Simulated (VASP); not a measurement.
The system is KBr.

```
CELL_PARAMETERS angstrom
0.00000 3.30000 3.30000
3.30000 0.00000 3.30000
3.30000 3.30000 0.00000
ATOMIC_POSITIONS crystal
Br 0.50000 0.50000 0.50000
K 0.00000 0.00000 0.00000
```

Base run:

```yaml
Program: VASP 6.6.1
Functional: RPBE
Potentials_or_basis: VASP PAW PBE potentials, release 64 (Br, K_sv)
Cutoff: 520 eV
k_mesh: 7 × 7 × 7
Occupations: gaussian, width 0.05 eV
Spin: no spin polarisation
```

Its results: band gap on the k mesh 4.77 eV, direct; pressure 2.2 GPa.

**Question.** The run is repeated on the same cell with these changes: functional from RPBE to PBEsol; occupations from gaussian, width 0.05 eV to gaussian, width 0.1 eV. What comes out?

**Answer.** Band gap on the k mesh 4.28 eV, direct; pressure -0.3 GPa.

Caveats: the PAW data sets were made with another functional, which shifts forces and pressure a little; an odd mesh through Γ misses points on the zone boundary, where band edges often lie (some runs).
